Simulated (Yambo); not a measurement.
# BP (F-43m) in Yambo: further runs

The runs below take BP through optical spectrum, optical spectrum by the Bethe-Salpeter equation, G0W0 quasiparticle levels, with PBE.

Everything below comes from runs of Yambo 5.3.0. Logs are shortened: lines on timing, memory, paths and dates and some standing lists are left out, and cuts for length are marked.

## 1. Starting point

The structure is cubic, space group F-43m (No. 216). The conventional cell has a = 4.538 Å, b = 4.538 Å, c = 4.538 Å, α = 90.00°, β = 90.00°, γ = 90.00°. P (site symmetry -43m) has 4 B at 1.97 Å as nearest neighbours. B (site symmetry -43m) is surrounded by 4 P at 1.97 Å.

## 2. Optical spectrum, PBE

File optics1.in:

```
optics
chi
Chimod= "HARTREE"
% BndsRnXd
 1 | 29 |
%
NGsBlkXd= 3 Ry
% LongDrXd
 1 | 0 | 0 |
%
% QpntsRXd
 1 | 1 |
%
% EnRngeXd
 0 | 20 | eV
%
% DmRngeXd
 0.1 | 0.1 | eV
%
ETStpsXd= 200
```

File scf.in:

```
&CONTROL
  calculation = 'scf'
  prefix = 'pwscf'
  outdir = './tmp'
  pseudo_dir = './pseudo'
/
&SYSTEM
  ibrav = 0
  nat = 2
  ntyp = 2
  ecutwfc = 76
  nbnd = 9
  occupations = 'smearing'
  smearing = 'fd'
  degauss = 0.00367493
  force_symmorphic = .true.
/
&ELECTRONS
  conv_thr = 4d-10
  electron_maxstep = 120
  mixing_beta = 0.5
/
ATOMIC_SPECIES
P     30.9738 P.upf
B     10.8100 B.upf
CELL_PARAMETERS angstrom
   0.0000000000    2.2690000000    2.2690000000
   2.2690000000    0.0000000000    2.2690000000
   2.2690000000    2.2690000000    0.0000000000
ATOMIC_POSITIONS crystal
P      0.7500000000    0.7500000000    0.7500000000
B      0.0000000000    0.0000000000    0.0000000000
K_POINTS automatic
10 10 10 0 0 0
```

File nscf.in:

```
&CONTROL
  calculation = 'nscf'
  prefix = 'pwscf'
  outdir = './tmp'
  pseudo_dir = './pseudo'
/
&SYSTEM
  ibrav = 0
  nat = 2
  ntyp = 2
  ecutwfc = 76
  nbnd = 124
  occupations = 'fixed'
  force_symmorphic = .true.
/
&ELECTRONS
  conv_thr = 1d-08
  diago_full_acc = .true.
  diago_thr_init = 1d-06
/
ATOMIC_SPECIES
P     30.9738 P.upf
B     10.8100 B.upf
CELL_PARAMETERS angstrom
   0.0000000000    2.2690000000    2.2690000000
   2.2690000000    0.0000000000    2.2690000000
   2.2690000000    2.2690000000    0.0000000000
ATOMIC_POSITIONS crystal
P      0.7500000000    0.7500000000    0.7500000000
B      0.0000000000    0.0000000000    0.0000000000
K_POINTS automatic
6 6 6 0 0 0
```

Potentials or basis: PseudoDojo 0.4.1 SR PBE standard.

Run with:

```bash
$ OMP_NUM_THREADS=1 pw.x -in scf.in > scf.out
$ OMP_NUM_THREADS=1 pw.x -in nscf.in > nscf.out
$ cd tmp/pwscf.save; p2y; mv SAVE ../..; cd ../..
$ OMP_NUM_THREADS=1 yambo
$ OMP_NUM_THREADS=1 yambo -F optics1.in -J optics1 -C optics1_out
```

Yambo's report:

```text
[... sections 02.01 to 02.04 as in the set-up run ...]

  [02.05] Energies & Occupations
  ==============================

  [X] === General ===
  [X] Electronic Temperature                        :  0.000000  0.000000 [eV K]
  [X] Bosonic    Temperature                        :  0.000000  0.000000 [eV K]
  [X] Finite Temperature mode                       : no
  [X] El. density                                   :  0.34242E+24 [cm-3]
  [X] Fermi Level                                   :  9.240000 [eV]

  [X] === Gaps and Widths ===
  [X] Conduction Band Min                           :  1.348192 [eV]
  [X] Valence Band Max                              :  0.000000 [eV]
  [X] Filled Bands                                  :   4
  [X] Empty Bands                                   :    5  124
  [X] Direct Gap                                    :  3.407264 [eV]
  [X] Direct Gap localized at k                     :  1
  [X] Indirect Gap                                  :  1.348192 [eV]
  [X] Indirect Gap between kpts                     :   1  13
  [X] Last valence band width                       :  5.172985 [eV]
  [X] 1st conduction band width                     :  3.286501 [eV]

 [03] Transferred momenta grid and indexing
 ==========================================

 IBZ Q-points                                      :  16
 BZ  Q-points                                      :  216

 K/Q-points units:
 rlu = crystal or reduced units; cc = cartesian coordinates; iku = interal k-units

 Q [ 1]         [rlu]:  0.000000  0.000000  0.000000
 Q [ 2]         [rlu]: -0.53337E-17 -0.53337E-17  0.16667
 Q [ 3]         [rlu]: -0.10667E-16 -0.10667E-16  0.33333
 Q [ 4]         [rlu]:  0.21235E-17  0.21235E-17 -0.50000
 Q [ 5]         [rlu]: -0.15504E-16  0.16667      0.16667
 Q [ 6]         [rlu]: -0.53337E-17  0.16667      0.33333
 Q [ 7]         [rlu]:  0.17088E-16  0.16667      0.50000
 Q [ 8]         [rlu]:  0.21235E-17  0.16667     -0.33333
 Q [ 9]         [rlu]:  0.29609E-16  0.16667     -0.16667
 Q [10]         [rlu]: -0.31009E-16  0.33333      0.33333
 Q [11]         [rlu]:  0.65367E-16  0.33333      0.50000
 Q [12]         [rlu]:  0.21335E-16  0.33333     -0.33333
 Q [13]         [rlu]:  0.18101E-16 -0.50000     -0.50000
 Q [14]         [rlu]:  0.166667  0.333333  0.500000
 Q [15]         [rlu]:  0.166667  0.333333 -0.333333
 Q [16]         [rlu]:  0.166667 -0.500000 -0.333333

 [WARNING] [Xd] User bands 1-29 break level degeneracy

 [04] Dipoles
 ============

  [04.01] Setup: observables and procedures
  =========================================

  [WF-Oscillators/G space/Transverse up loader] Normalization (few states)  min/max  :  0.45820E-16   1.0000

  [WR./optics1//ndb.dipoles]------------------------------------------------------
   Brillouin Zone Q/K grids (IBZ/BZ)                :   16  216   16  216
   RL vectors                                       :  2421 [WF]
   Fragmentation                                    : yes
   Electronic Temperature                           :  0.000000 [K]
   Bosonic    Temperature                           :  0.000000 [K]
   DIP band range                                   :   1  29
   DIP band range limits                            :   4   5
   DIP e/h energy range                             : -1.000000 -1.000000 [eV]
   RL vectors in the sum                            :  2421
   [r,Vnl] included                                 : yes
   Bands ordered                                    : yes
   Direct v evaluation                              : no
   Approach used                                    : G-space v
   Dipoles computed                                 : R V P [G-space]
   Wavefunctions                                    : Perdew, Burke & Ernzerhof(X)+Perdew, Burke & Ernzerhof(C)

  [WARNING] [r,Vnl^pseudo] included in position and velocity dipoles.

  [WARNING] In case H contains other non local terms, these are neglected

 [05] Optics
 ===========

 [X-CG] R(p) Tot o/o(of R):   1245  21600    100
```

Wall time 38 s (1 thread of Arm Neoverse V2, shared host); peak memory 0.29 GiB.

Results:

```yaml
Band_gap_on_the_k_mesh_mean-field_level: 1.35 eV, indirect (least direct gap 3.41 eV)
Electronic_dielectric_constant_along_the_field: 10.00
Electronic_dielectric_constant_along_the_field_independent_particles: 10.64
```

Dielectric function (along the field direction of the input):
```
energy (eV)  real part  imaginary part
       0.30      10.02            0.15
       0.90      10.24            0.17
       1.61      10.83            0.21
       2.31      12.00            0.31
       3.02      14.78            0.83
       3.62      13.51            2.19
       4.32      15.64            5.48
       5.03      15.99           15.26
       5.73       1.03           48.59
       6.33     -11.63           14.91
       7.04      -8.35            3.77
       7.74      -3.52            5.23
       8.44       1.26            3.67
       9.05      -0.31            7.49
       9.75      -2.25            9.70
      10.45      -6.41            4.04
      11.16      -2.73            0.91
      11.76      -3.98            2.46
      12.46      -1.70            1.11
      13.17      -1.76            0.65
      13.87      -1.69            1.22
      14.47      -0.81            1.00
      15.18      -1.28            0.93
      15.88      -0.32            0.71
      16.58      -0.54            0.44
      17.19      -0.37            0.66
      17.89      -0.62            0.57
      18.59      -0.21            0.55
      19.30      -0.59            0.68
      20.00      -0.18            0.33
```

Caveat: this k mesh misses the band edges, so its gaps are larger than the crystal's; spectra need much finer meshes, so this one isn't converged; these spectra lack excitons.

## 3. Optical spectrum by the Bethe-Salpeter equation, PBE

File bse2.in:

```
optics
bse
bss
rim_cut
em1s
RandQpts= 1000000
RandGvec= 50 RL
Chimod= "HARTREE"
% BndsRnXs
 1 | 29 |
%
NGsBlkXs= 5 Ry
% LongDrXs
 1 | 0 | 0 |
%
BSKmod= "SEX"
BSEmod= "retarded"
BSSmod= "d"
% BSEQptR
 1 | 1 |
%
% BSEBands
 3 | 6 |
%
BSENGexx= 20 Ry
BSENGBlk= 5 Ry
% BEnRange
 0 | 20 | eV
%
% BDmRange
 0.1 | 0.1 | eV
%
BEnSteps= 200
% BLongDir
 1 | 0 | 0 |
%
BSEprop= "abs"
WRbsWF
% KfnQP_E
 0.87 | 1.0 | 1.0 |
%
```

scf.in is that of step 2.

nscf.in is that of step 2.

Potentials or basis: PseudoDojo 0.4.1 SR PBE standard.

Run with:

```bash
$ OMP_NUM_THREADS=1 pw.x -in scf.in > scf.out
$ OMP_NUM_THREADS=1 pw.x -in nscf.in > nscf.out
$ cd tmp/pwscf.save; p2y; mv SAVE ../..; cd ../..
$ OMP_NUM_THREADS=1 yambo
$ mkdir -p bse2; ln -s $PWD/g0w00/ndb.RIM bse2/
$ OMP_NUM_THREADS=1 yambo -F bse2.in -J bse2 -C bse2_out
$ OMP_NUM_THREADS=1 ypp -J bse2 -C bse2_out -e s -b 1
```

Yambo's report:

```text
[... sections 02.01 to 02.04 as in the set-up run ...]

  [02.05] Energies & Occupations
  ==============================

  [X] === General ===
  [X] Electronic Temperature                        :  0.000000  0.000000 [eV K]
  [X] Bosonic    Temperature                        :  0.000000  0.000000 [eV K]
  [X] Finite Temperature mode                       : no
  [X] El. density                                   :  0.34242E+24 [cm-3]
  [X] Fermi Level                                   :  9.240000 [eV]

  [X] === Gaps and Widths ===
  [X] Conduction Band Min                           :  1.348192 [eV]
  [X] Valence Band Max                              :  0.000000 [eV]
  [X] Filled Bands                                  :   4
  [X] Empty Bands                                   :    5  124
  [X] Direct Gap                                    :  3.407264 [eV]
  [X] Direct Gap localized at k                     :  1
  [X] Indirect Gap                                  :  1.348192 [eV]
  [X] Indirect Gap between kpts                     :   1  13
[... 300 lines left out ...]
    [K] Exchange                                     : yes [res]
    [K] Correlation                                  : yes [res]
    [K] Kernel`s coupling                            : no
    [K] Exchange                                     : no [cpl]
    [K] Correlation                                  : no [cpl]
    [K] W interaction is bare                        : no
    [K] ALDA kernel in R-space                       : no
    [K] RL vectors                                   :  283 [exchange]
    [K] RL vectors                                   :   51 [correlation]
    [K] E/h energy range                             : -1.000000 -1.000000 [eV]
    [K] Coupling range                               :  100.0000  100.0000 [o/o]
    [W] Interaction is diagonal                      : no
    [W] Matrix size                                  :   51
    [W] Bands                                        :   1  29
    [W] e/h energy range                             : -1.000000 -1.000000 [eV]
    [W] Poles                                        :  100.0000 [o/o]
    [W] RL vectors in the sum                        :  2421
    [W] [r,Vnl] included                             : yes
    [W] Field direction                              :  0.100000E-4   0.00000      0.00000
    [W] Coulomb Cutoff                               : none
    [W] Hxc Kernel                                   : HARTREE
    [RIM] RL components                              :   51 [col]
    [RIM] Random points                              :  1000000 [col]
    [SOC] Perturbative SOC                           : no
    [K] Kernel long-range exchange                   : BAR
    [BSS] Eigenstates included                       : yes
    [BSS] Field direction                            :  0.100000E-4   0.00000      0.00000
    [BSS] Eigenstates computed                       :   864
    [BSS] Number of BSE matrices                     :  1
```

o-bse2.eps_q1_diago_bse:

```text
# Absorption @ Q(1):   1.00000000      0.00000000      0.00000000    [q->0 direction]
#
[... 52 lines left out ...]
#
        0.000000           0.000000           8.554077           0.000000           7.817031
        0.100503           0.004509           8.556339           0.003322           7.818698
        0.201005           0.009036           8.563135           0.006654           7.823705
        0.301508           0.013598           8.574490           0.010008           7.832066
        0.402010           0.018214           8.590450           0.013394           7.843810
        0.502513           0.022902           8.611077           0.016824           7.858974
[... 192 lines left out ...]
        19.89950           0.009464           0.178194           0.011074           0.065667
        20.00000           0.009293           0.187617           0.010866           0.076690
#
```

Run time: 67 s. Hardware: 1 thread of Arm Neoverse V2, shared host; peak memory 0.29 GiB.

Results:

```
Band gap on the k mesh, mean-field level : 1.35 eV, indirect (least direct gap 3.41 eV)
Exciton binding energy                   : 0.21 eV
Lowest exciton energy                    : 4.06 eV
Lowest bright exciton energy             : 4.06 eV
```

Dielectric function (along the field direction of the input):
```csv
energy (eV),real part,imaginary part
0.30,8.57,0.01
0.90,8.74,0.04
1.61,9.19,0.09
2.31,10.00,0.15
3.02,11.47,0.28
3.62,13.89,0.60
4.32,18.43,1.91
5.03,19.12,8.59
5.73,22.87,23.38
6.33,-27.01,20.21
7.04,-11.69,5.13
7.74,-6.87,2.38
8.44,-4.53,2.76
9.05,-0.70,2.36
9.75,-4.90,3.30
10.45,-4.18,2.98
11.16,-2.95,1.01
11.76,-2.49,0.24
12.46,-1.86,0.09
13.17,-1.37,0.06
13.87,-1.02,0.04
14.47,-0.79,0.04
15.18,-0.55,0.10
15.88,-0.42,0.02
16.58,-0.27,0.02
17.19,-0.16,0.02
17.89,-0.05,0.01
18.59,0.04,0.01
19.30,0.12,0.01
20.00,0.19,0.01
```

Lowest exciton energies (eV): 4.06, 4.07, 4.07, 4.07, 4.82, 4.83, 4.83, 4.83

Excitons:
```csv
energy (eV),strength (relative to the strongest)
4.065,0.019
4.066,0.0094
4.070,0.0067
4.074,0.00014
4.825,0.036
4.825,0.21
4.826,0.021
4.828,0.0014
4.829,0.013
4.829,0.014
4.838,1.9e-07
4.838,5.5e-05
```

Caveat: this k mesh misses the band edges, so its gaps are larger than the crystal's; the scissor is the correction of the direct gap in an earlier G0W0 run on the same states; exciton energies and binding change strongly with the k mesh and aren't converged on this one; spectra need much finer meshes, so this one isn't converged.

[end of part 1 of 3]
